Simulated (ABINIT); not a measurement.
The system is TiTe2.

```xyz
3
Lattice="3.0256 0.0000 0.0000 0.0000 3.0256 0.0000 0.0000 0.0000 9.3016" Properties=species:S:1:pos:R:3 pbc="T T T"
Ti    0.0000    0.0000    0.0000
Te    0.0000    0.0000    2.7376
Te    0.0000    0.0000    6.5641
```

The cell was built by a generator and needn't be a form met in nature.

| Item | Value |
| --- | --- |
| Program | ABINIT 10.8.3 (patched build) |
| Task | single point |
| Functional | PBE |
| Potentials or basis | JTH PAW PBE v2.0 |
| Cutoff | 408 eV |
| k mesh | 9 × 9 × 3 |
| Occupations | fermi-dirac, width 0.05 eV |
| Spin | no spin polarisation |

On this cell: pressure 3.0 GPa; largest force 0.024 eV/Å; band gap on the k mesh none (metal or under the smearing width).

The same run follows on a disturbed copy (atoms moved at random, drawn with an rms of 0.05 Å):

```xyz
3
Lattice="3.0256 0.0000 0.0000 0.0000 3.0256 0.0000 0.0000 0.0000 9.3016" Properties=species:S:1:pos:R:3 pbc="T T T"
Ti   -0.0162    0.0190    0.0301
Te    0.0236   -0.0301    2.7152
Te    0.0189    0.0120    6.5769
```

Question: What changes?

Answer: The energy (extrapolated to zero smearing) moves by +2.6 meV/atom; pressure 3.4 GPa; largest force 0.400 eV/Å; band gap on the k mesh none (metal or under the smearing width).

Forces in eV/Å, atoms in the order of the input:
```
Ti  -0.066  0.053 -0.391
Te   0.038 -0.043  0.347
Te   0.028 -0.010  0.044
```

Stress tensor (GPa, compression positive):
```
 3.22 -0.01  0.04
-0.01  3.22 -0.11
 0.04 -0.11  3.82
```

Caveats: this functional lacks dispersion, which binds the layers, so the pressure and a relaxed spacing across them are unreliable (some runs).
